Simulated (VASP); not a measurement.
MoS2: electric field gradients with PBE

MoS2, a slab with vacuum:

```
CELL_PARAMETERS angstrom
3.18454 0.00000 0.00000
-1.59227 2.75789 0.00000
0.00000 0.00000 21.67053
ATOMIC_POSITIONS crystal
Mo 0.33333 0.66667 0.85116
Mo 0.66667 0.33333 0.14884
S 0.66667 0.33333 0.77963
S 0.33333 0.66667 0.07725
S 0.66667 0.33333 0.92275
S 0.33333 0.66667 0.22037
```

```json
{
 "Program": "VASP 6.6.1",
 "Task": "electric field gradients",
 "Functional": "PBE",
 "Potentials or basis": "VASP PAW PBE potentials, release 64 (Mo_sv, S)",
 "Cutoff": "520 eV",
 "k mesh": "10 × 10 × 2",
 "Occupations": "gaussian, width 0.02 eV",
 "Spin": "no spin polarisation",
 "Further INCAR settings": "ALGO = Normal; EDIFF = 1e-08"
}
```

- Largest force: 0.221 eV/Å
- Band gap on the k mesh: 1.40 eV, indirect (least direct gap 1.89 eV)

Forces on the atoms (eV/Å):
```
Mo   0.000  0.000  0.001
Mo   0.000  0.000 -0.001
S    0.000  0.000 -0.221
S    0.000  0.000 -0.161
S    0.000  0.000  0.161
S    0.000  0.000  0.221
```

Levels at points of the mesh, in eV from the valence-band top:
```
           k point  band 22  band 23  band 24  band 25  band 26  band 27  band 28  band 29  band 30  band 31
(0.00, 0.00, 0.00)    -1.91    -1.91    -1.71    -0.48     0.00     2.39     2.39     2.40     2.40     2.65
(0.50, 0.00, 0.00)    -2.19    -1.41    -1.36    -1.02    -0.99     1.86     1.87     2.35     2.43     3.38
(0.00, 0.00, 0.50)    -1.91    -1.91    -1.71    -0.48     0.00     2.39     2.39     2.40     2.40     2.66
(0.50, 0.00, 0.50)    -2.19    -1.41    -1.36    -1.02    -0.99     1.86     1.87     2.35     2.43     3.38
```

Electric field gradients, principal values (V/Å²):
| atom | Vxx | Vyy | Vzz |
| --- | --- | --- | --- |
| 1 Mo | 41.078 | 41.079 | -82.157 |
| 2 Mo | 41.078 | 41.079 | -82.157 |
| 3 S | 28.902 | 28.904 | -57.806 |
| 4 S | 27.924 | 27.925 | -55.850 |
| 5 S | 27.924 | 27.925 | -55.850 |
| 6 S | 28.902 | 28.904 | -57.806 |

Run time: 2.2 min on 1 thread of Intel(R) Xeon(R) 6975P-C (Granite Rapids), with other jobs on the host, peak memory 0.36 GiB.

A hybrid or GW would open this gap; PBE tends to underestimate it.
